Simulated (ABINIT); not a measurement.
# BeTe (F-43m): G0W0 with and without spin-orbit coupling

Wanted: the effect of spin-orbit coupling on the quasiparticle gap of BeTe (F-43m).

Main program and level: ABINIT 10.8.3; PBE and many-body steps on it, plane waves.

The database entry behind the starting cell differs from later determinations by our own check (an axis about 1.5 % short against later determinations), so it need not match the best structure at ambient conditions.

### 1. Starting point

The structure is cubic, space group F-43m (No. 216). The conventional cell has a = 5.540 Å, b = 5.540 Å, c = 5.540 Å, α = 90.00°, β = 90.00°, γ = 90.00°. Be has 4 Te at 2.40 Å nearest. Nearest to Te lie 4 Be at 2.40 Å. Farther neighbours and most contacts between anions are not listed.

The cell and positions come from the Crystallography Open Database and are kept as given unless a step says otherwise. Spin-orbit coupling is left out unless a step names it.

### 2. Empty states on the mesh, 4×4×4 mesh, 34 bands

This step: ABINIT 10.8.3; DFT, PBE, plane waves, norm-conserving pseudopotentials.

The sums over transitions need many empty states on a uniform mesh; this step solves for them.

run.abi

```
acell 3*1.0 Angstrom
rprim 
  0.000000000000 2.770000000000 2.770000000000
  2.770000000000 0.000000000000 2.770000000000
  2.770000000000 2.770000000000 -0.000000000000
ntypat 2
znucl 4 52
natom 2
typat 1 2
xred 
  0.000000000000 0.000000000000 0.000000000000
  0.250000000000 0.250000000000 0.250000000000
pp_dirpath "pseudos"
pseudos "Be.upf, Te.upf"
ecut 38
ngkpt 4 4 4
nshiftk 1
shiftk 0 0 0
kptopt 1
chksymbreak 0
iscf -2
irdden 1
istwfk *1
nband 34
nbdbuf 4
tolwfr 1e-09
nstep 60
prtvol 0
indata_prefix "in"
outdata_prefix "out"
tmpdata_prefix "tmp"
```

Started as:

```
$ OMP_NUM_THREADS=1 mpirun -n 4 abinit run.abi > log
```

Numbers of over 12 decimals in the logs are rounded to 6 here.

Log:

```text
.Version 10.8.3 of ABINIT. v10.8.2 released Aug 2026.

 Symmetries : space group F-4 3 m (#216); Bravais cF (face-center cubic)
[... echo of the input left out ...]
== DATASET  1 ==================================================================
-   mpi_nproc: 4, omp_nthreads: 1 (-1 if OMP is not activated)

--- !DatasetInfo
iteration_state: {dtset: 1, }
dimensions: {natom: 2, nkpt: 8, mband: 34, nsppol: 1, nspinor: 1, nspden: 1, mpw: 3250, }
cutoff_energies: {ecut:  38.0, pawecutdg:  -1.0, }
[...]
0.55974    0.59544    0.59544    0.59544    0.73968    1.08105    1.08105    1.08105
   1.14763    1.14763    1.14763    1.22770    1.22770    1.22770    1.25598    1.25598
   1.51646    1.51671
 prteigrs : prtvol=0 or 1, do not print more k-points.

== END DATASET(S) ==============================================================
================================================================================

 -outvars: echo values of variables after computation  --------
            nband          34
             nkpt           8
          spgroup         216
 [... the other variables as echoed above ...]

 Calculation completed.
```

It took 10 s on 4 MPI ranks of Arm Neoverse N1, shared host; peak memory 0.27 GiB; 40 s of CPU time.

Numbers from this step:

```
gap                                                           : 1.864 eV
k of the valence top                                          : 0, 0, 0
k of the conduction bottom                                    : 0.5, 0.5, 0
least direct gap                                              : 3.606 eV
k points computed                                             : 8
lowest point of the top converged band, above the valence top : 27.42 eV
```

On this mesh the gap is 1.864 eV.

The density comes from a self-consistent run that is not shown.

### 3. Screening, 4×4×4 mesh, 30 bands, screening to 98 eV

The RPA dielectric matrix is built and inverted for each q.

This step: RPA screening on PBE, plane waves, norm-conserving pseudopotentials.

run.abi, as its differences from that of step 2:

```diff
@@ -20,10 +20,11 @@
 chksymbreak 0
-iscf -2
-irdden 1
 istwfk *1
-nband 34
-nbdbuf 4
-tolwfr 1e-09
-nstep 60
-prtvol 0
+occopt 1
+irdwfk 1
+optdriver 3
+nband 30
+ecuteps 3.6
+inclvkb 0
+awtr 1
+symchi 1
 indata_prefix "in"
```

Log:

```text
.Version 10.8.3 of ABINIT. v10.8.2 released Aug 2026.

 Symmetries : space group F-4 3 m (#216); Bravais cF (face-center cubic)
[... echo of the input left out ...]
== DATASET  1 ==================================================================
-   mpi_nproc: 4, omp_nthreads: 1 (-1 if OMP is not activated)

--- !DatasetInfo
iteration_state: {dtset: 1, }
dimensions: {natom: 2, nkpt: 8, mband: 30, nsppol: 1, nspinor: 1, nspden: 1, mpw: 3250, }
cutoff_energies: {ecut:  38.0, pawecutdg:  -1.0, }
electrons: {nelect:   2.00000000E+01, charge:   0.00000000E+00, occopt:   1.00000000E+00, tsmear:   1.00000000E-02, }

 SCREENING: Calculation of the susceptibility and dielectric matrices

 Based on a program developped by R.W. Godby, V. Olevano, G. Onida, and L. Reining.
 Incorporated in ABINIT by V. Olevano, G.-M. Rignanese, and M. Torrent.
.Using double precision arithmetic ; gwpc =  8

[... cell and pseudopotentials left out ...]
--------------------------------------------------------------------------------

 ==== K-mesh for the wavefunctions ====
 Number of points in the irreducible wedge :     8
[... list of points left out ...]
 Together with 24 symmetry operations and time-reversal symmetry
 yields    64 points in the full Brillouin Zone.

 ==== Q-mesh for the screening function ====
 Number of points in the irreducible wedge :     8
[... list of points left out ...]
 Together with 24 symmetry operations and time-reversal symmetry
 yields    64 points in the full Brillouin Zone.

 setmesh: FFT mesh size selected  =    27x   27x   27
          total number of points  =        19683

 vcoul_init : cutoff-mode = AUXILIARY_FUNCTION
 q-points for optical limit:   1
     1)      0.000010    0.000020    0.000030

- screening: taking advantage of time-reversal symmetry
- Maximum band index for partially occupied states nbvw = 10
- Remaining bands to be divided among processors   nbcw = 20
- Number of bands treated by each node ~5

 Number of electrons calculated from density =   20.0000; Expected =   20.0000
 average of density, n =  0.069721
 r_s =    1.5072
 omega_plasma =   25.4705 [eV]

 calculating chi0 at frequencies [eV] :
  1    0.000000E+00    0.000000E+00
  2    0.000000E+00    2.547051E+01

--------------------------------------------------------------------------------
  q-point number  1        q = ( 0.000000, 0.000000, 0.000000) [r.l.u.]
--------------------------------------------------------------------------------
[... chi0 elements left out ...]
 For q-point:  0.000010 0.000020 0.000030
  dielectric constant =   7.8167
  dielectric constant without local fields =   8.8569

  Average fulfillment of the sum rule on Im[epsilon] for q-point    1 :     33.19  [%]
[... wings left out ...]
  q-point number  2        q = ( 0.250000, 0.000000, 0.000000) [r.l.u.]
--------------------------------------------------------------------------------
[... chi0 elements left out ...]
  Average fulfillment of the sum rule on Im[epsilon] for q-point    2 :     51.72  [%]

 [... 6 further q-points ...]
```

The job ended after 10 s (4 MPI ranks; peak memory 0.44 GiB; 41 s of CPU time).

This step gave:

| Property | Result |
| --- | --- |
| ε∞ with local fields, on this mesh, along the program's q direction | 7.817 |
| the same without local fields | 8.857 |
| plasma frequency | 25.47 eV |
| plane waves in the screening matrix | 89 |

Local fields lower ε∞ by 12 %. On a Γ-centred mesh this coarse the value itself is usually too large, while a short band sum pulls it down.

### 4. Scalar-relativistic

The self-energy is evaluated for the states that the input lists, and the levels follow from it, in one-shot runs by the linearised quasiparticle equation.

This step: G0W0 on PBE, plane waves, norm-conserving pseudopotentials.

run.abi, as its differences from that of step 3:

```diff
@@ -23,8 +23,17 @@
 irdwfk 1
-optdriver 3
+optdriver 4
 nband 30
+gwcalctyp 0
+ecutsigx 38
+symsigma 1
+nkptgw 2
+kptgw 
+  0.0000000000 0.0000000000 0.0000000000
+  0.5000000000 0.5000000000 0.0000000000
+bdgw 
+  8 13
+  9 12
 ecuteps 3.6
-inclvkb 0
-awtr 1
-symchi 1
+irdscr 1
+ppmodel 1
 indata_prefix "in"
```

Log:

```text
.Version 10.8.3 of ABINIT. v10.8.2 released Aug 2026.

 Symmetries : space group F-4 3 m (#216); Bravais cF (face-center cubic)
[... echo of the input left out ...]
== DATASET  1 ==================================================================
-   mpi_nproc: 4, omp_nthreads: 1 (-1 if OMP is not activated)

--- !DatasetInfo
iteration_state: {dtset: 1, }
dimensions: {natom: 2, nkpt: 8, mband: 30, nsppol: 1, nspinor: 1, nspden: 1, mpw: 3250, }
cutoff_energies: {ecut:  38.0, pawecutdg:  -1.0, }
electrons: {nelect:   2.00000000E+01, charge:   0.00000000E+00, occopt:   1.00000000E+00, tsmear:   1.00000000E-02, }

 SIGMA: Calculation of the GW corrections

 Based on a program developped by R.W. Godby, V. Olevano, G. Onida, and L. Reining.
 Incorporated in ABINIT by V. Olevano, G.-M. Rignanese, and M. Torrent.
.Using double precision arithmetic ; gwpc =  8

[... cell and pseudopotentials left out ...]
--------------------------------------------------------------------------------

 ==== K-mesh for the wavefunctions ====
 Number of points in the irreducible wedge :     8
[... list of points left out ...]
 Together with 24 symmetry operations and time-reversal symmetry
 yields    64 points in the full Brillouin Zone.

 ==== Q-mesh for screening function ====
 Number of points in the irreducible wedge :     8
[... list of points left out ...]
 Together with 24 symmetry operations and time-reversal symmetry
 yields    64 points in the full Brillouin Zone.

 vcoul_init : cutoff-mode = AUXILIARY_FUNCTION
 q-points for optical limit:   1
     1)      0.000010    0.000020    0.000030
 setmesh: FFT mesh size selected  =    45x   45x   45
          total number of points  =        91125

 Number of electrons calculated from density =   20.0000; Expected =   20.0000
 average of density, n =  0.069721
 r_s =    1.5072
 omega_plasma =   25.4705 [eV]

 === KS Band Gaps ===
  >>>> For spin  1
   Minimum direct gap =   3.6059 [eV], located at k-point      :   0.0000  0.0000  0.0000
   Fundamental gap    =   1.8642 [eV], Top of valence bands at :   0.0000  0.0000  0.0000
                                       Bottom of conduction at :   0.5000  0.5000  0.0000
 SIGMA fundamental parameters:
 PLASMON POLE MODEL  1
 number of plane-waves for SigmaX                 3143
 number of plane-waves for SigmaC and W             89
 number of plane-waves for wavefunctions          3143
 number of bands                                    30
 number of independent spin polarizations            1
 number of spinorial components                      1
 number of k-points in IBZ                           8
 number of q-points in IBZ                           8
 number of symmetry operations                      24
 number of k-points in BZ                           64
 number of q-points in BZ                           64
 number of frequencies for dSigma/dE                 9
 frequency step for dSigma/dE [eV]                0.25
 number of omega for Sigma on real axis              0
 max omega for Sigma on real axis  [eV]           0.00
 zcut for avoiding poles [eV]                     0.10

 EPSILON^-1 parameters (SCR file):
 dimension of the eps^-1 matrix on file             89
 dimension of the eps^-1 matrix used                89
 number of plane-waves for wavefunctions          3143
 number of bands                                    30
 number of q-points in IBZ                           8
 number of frequencies                               2
 number of real frequencies                          1
 number of imag frequencies                          1

 matrix elements of self-energy operator (all in [eV])

 Perturbative Calculation

--- !SelfEnergy_ee
iteration_state: {dtset: 1, }
kpoint     : [   0.000,    0.000,    0.000, ]
spin       : 1
KS_gap     :    3.606
QP_gap     :    5.233
Delta_QP_KS:    1.627
data: !SigmaeeData |
     Band     E0 <VxcDFT>   SigX SigC(E0)      Z dSigC/dE  Sig(E)    E-E0       E
        8   4.660 -12.670 -15.430   1.977   0.807  -0.239 -13.302  -0.632   4.027
        9   4.660 -12.670 -15.430   1.977   0.807  -0.239 -13.302  -0.632   4.027
       10   4.660 -12.670 -15.430   1.977   0.807  -0.239 -13.302  -0.632   4.027
       11   8.266 -10.436  -5.766  -3.431   0.803  -0.245  -9.441   0.995   9.261
       12   8.266 -10.436  -5.766  -3.431   0.803  -0.245  -9.441   0.995   9.261
       13   8.266 -10.436  -5.766  -3.431   0.803  -0.245  -9.441   0.995   9.261

--- !SelfEnergy_ee
iteration_state: {dtset: 1, }
kpoint     : [   0.500,    0.500,    0.000, ]
spin       : 1
KS_gap     :    4.687
QP_gap     :    6.026
Delta_QP_KS:    1.339
data: !SigmaeeData |
     Band     E0 <VxcDFT>   SigX SigC(E0)      Z dSigC/dE  Sig(E)    E-E0       E
        9   1.837 -11.441 -14.947   2.550   0.789  -0.267 -12.195  -0.754   1.082
       10   1.837 -11.441 -14.947   2.550   0.789  -0.267 -12.195  -0.754   1.082
       11   6.524  -8.978  -4.985  -3.277   0.816  -0.226  -8.394   0.584   7.108
       12   7.282  -9.759  -5.510  -3.286   0.811  -0.234  -8.978   0.781   8.063

== END DATASET(S) ==============================================================
================================================================================

 -outvars: echo values of variables after computation  --------
           etotal      0.0000000000E+00
            nband          30
             nkpt           8
          spgroup         216
 [... the other variables as echoed above ...]

 Calculation completed.
```

Run time: 5.4 s. Hardware: 4 MPI ranks; peak memory 0.61 GiB; 21 s of CPU time.

Numbers from this step:

- G0W0 gap on the points computed: 3.081 eV
- starting gap on the mesh: 1.864 eV
- k of the valence top: 0, 0, 0
- k of the conduction bottom: 0.5, 0.5, 0
- Z at the valence top: 0.807
- Z at the conduction bottom: 0.816
- least direct G0W0 gap on the computed points: 5.234 eV

The gap on the mesh goes from 1.86 eV to 3.08 eV, a correction of +1.22 eV.

### 5. Empty states on the mesh, 4×4×4 mesh, 66 bands

This step: DFT, PBE with spin-orbit coupling, plane waves, norm-conserving pseudopotentials.

run.abi, as its differences from that of step 4:

```diff
@@ -15,2 +15,3 @@
 ecut 38
+nspinor 2
 ngkpt 4 4 4
@@ -20,20 +21,10 @@
 chksymbreak 0
+iscf -2
+irdden 1
 istwfk *1
-occopt 1
-irdwfk 1
-optdriver 4
-nband 30
-gwcalctyp 0
-ecutsigx 38
-symsigma 1
-nkptgw 2
-kptgw 
-  0.0000000000 0.0000000000 0.0000000000
-  0.5000000000 0.5000000000 0.0000000000
-bdgw 
-  8 13
-  9 12
-ecuteps 3.6
-irdscr 1
-ppmodel 1
+nband 66
+nbdbuf 6
+tolwfr 1e-09
+nstep 60
+prtvol 0
 indata_prefix "in"
```

Log:

```text
.Version 10.8.3 of ABINIT. v10.8.2 released Aug 2026.

 Symmetries : space group F-4 3 m (#216); Bravais cF (face-center cubic)
[... echo of the input left out ...]
== DATASET  1 ==================================================================
-   mpi_nproc: 4, omp_nthreads: 1 (-1 if OMP is not activated)

--- !DatasetInfo
iteration_state: {dtset: 1, }
dimensions: {natom: 2, nkpt: 8, mband: 66, nsppol: 1, nspinor: 2, nspden: 1, mpw: 3250, }
cutoff_energies: {ecut:  38.0, pawecutdg:  -1.0, }
[...]
1.14775    1.14775    1.14775    1.14775    1.14775    1.14775    1.22760    1.22760
   1.22760    1.22760    1.22881    1.22881    1.25641    1.25641    1.25641    1.25641
   1.51546    1.51763
 prteigrs : prtvol=0 or 1, do not print more k-points.

== END DATASET(S) ==============================================================
================================================================================

 -outvars: echo values of variables after computation  --------
            nband          66
             nkpt           8
          spgroup         216
 [... the other variables as echoed above ...]

 Calculation completed.
```

Elapsed: 47 s, on 4 MPI ranks; peak memory 0.33 GiB.

This step gave:

| Item | Value |
| --- | --- |
| gap | 1.565 eV |
| k of the valence top | 0, 0, 0 |
| k of the conduction bottom | 0.5, 0.5, 0 |
| least direct gap | 3.265 eV |
| k points computed | 8 |
| lowest point of the top converged band, above the valence top | 27.12 eV |

On this mesh the gap is 1.565 eV.

The density comes from a self-consistent run that is not shown, made with spin-orbit coupling and fully relativistic files.

### 6. Screening, 4×4×4 mesh, 60 bands, screening to 98 eV

This step: RPA screening on PBE with spin-orbit coupling, plane waves, norm-conserving pseudopotentials.

run.abi, as its differences from that of step 5:

```diff
@@ -21,10 +21,11 @@
 chksymbreak 0
-iscf -2
-irdden 1
 istwfk *1
-nband 66
-nbdbuf 6
-tolwfr 1e-09
-nstep 60
-prtvol 0
+occopt 1
+irdwfk 1
+optdriver 3
+nband 60
+ecuteps 3.6
+inclvkb 0
+awtr 1
+symchi 1
 indata_prefix "in"
```

Log:

```text
.Version 10.8.3 of ABINIT. v10.8.2 released Aug 2026.

 Symmetries : space group F-4 3 m (#216); Bravais cF (face-center cubic)
[... echo of the input left out ...]
== DATASET  1 ==================================================================
-   mpi_nproc: 4, omp_nthreads: 1 (-1 if OMP is not activated)

--- !DatasetInfo
iteration_state: {dtset: 1, }
dimensions: {natom: 2, nkpt: 8, mband: 60, nsppol: 1, nspinor: 2, nspden: 1, mpw: 3250, }
cutoff_energies: {ecut:  38.0, pawecutdg:  -1.0, }
electrons: {nelect:   2.00000000E+01, charge:   0.00000000E+00, occopt:   1.00000000E+00, tsmear:   1.00000000E-02, }

 SCREENING: Calculation of the susceptibility and dielectric matrices

 Based on a program developped by R.W. Godby, V. Olevano, G. Onida, and L. Reining.
 Incorporated in ABINIT by V. Olevano, G.-M. Rignanese, and M. Torrent.
.Using double precision arithmetic ; gwpc =  8

[... cell and pseudopotentials left out ...]
--------------------------------------------------------------------------------

 ==== K-mesh for the wavefunctions ====
 Number of points in the irreducible wedge :     8
[... list of points left out ...]
 Together with 24 symmetry operations and time-reversal symmetry
 yields    64 points in the full Brillouin Zone.

 ==== Q-mesh for the screening function ====
 Number of points in the irreducible wedge :     8
[... list of points left out ...]
 Together with 24 symmetry operations and time-reversal symmetry
 yields    64 points in the full Brillouin Zone.

 setmesh: FFT mesh size selected  =    27x   27x   27
          total number of points  =        19683

 vcoul_init : cutoff-mode = AUXILIARY_FUNCTION
 q-points for optical limit:   1
     1)      0.000010    0.000020    0.000030

- screening: taking advantage of time-reversal symmetry
- Maximum band index for partially occupied states nbvw = 20
- Remaining bands to be divided among processors   nbcw = 40
- Number of bands treated by each node ~10

 Number of electrons calculated from density =   20.0000; Expected =   20.0000
 average of density, n =  0.069721
 r_s =    1.5072
 omega_plasma =   25.4705 [eV]

 calculating chi0 at frequencies [eV] :
  1    0.000000E+00    0.000000E+00
  2    0.000000E+00    2.547051E+01

--------------------------------------------------------------------------------
  q-point number  1        q = ( 0.000000, 0.000000, 0.000000) [r.l.u.]
--------------------------------------------------------------------------------
[... chi0 elements left out ...]
 For q-point:  0.000010 0.000020 0.000030
  dielectric constant =   7.8808
  dielectric constant without local fields =   8.9221

  Average fulfillment of the sum rule on Im[epsilon] for q-point    1 :     33.27  [%]
[... wings left out ...]
  q-point number  2        q = ( 0.250000, 0.000000, 0.000000) [r.l.u.]
--------------------------------------------------------------------------------
[... chi0 elements left out ...]
  Average fulfillment of the sum rule on Im[epsilon] for q-point    2 :     51.96  [%]

 [... 6 further q-points ...]
```

Run time: 83 s. Hardware: 4 MPI ranks; peak memory 0.95 GiB; 5.5 min of CPU time.

This step gave:

```yaml
eps_infinity_with_local_fields_on_this_mesh_along_the_program_s_q_direction: 7.881
the_same_without_local_fields: 8.922
plasma_frequency: 25.47 eV
plane_waves_in_the_screening_matrix: 89
```

[end of part 1 of 2]

[Paths, hosts, dates, memory and timing lines, banners, echoed tables and standing remarks are left out of the program output.]

[Logs are printed without paths, hosts, clocks, repeated set-up lines and the standing remarks that a program may print on its own settings, such as how far it seeks lower states.]

[Runs of the session that timed out or met a known fault of the program may be left out.]

[Hosts, paths, dates, database ids (printed as entryN), source tags and the programs' standing remarks are cut or masked in the printed files.]

[G0W0 gaps are taken among the corrected bands and points alone; a level outside them can change the order at an edge.]

[Where Ansatz stands beside ABINIT at settings called matched, ABINIT's density can come from a denser mesh and the files from another edition; pairs whose starting gaps differed by over 0.03 eV were left out, so agreement reads better than it is.]
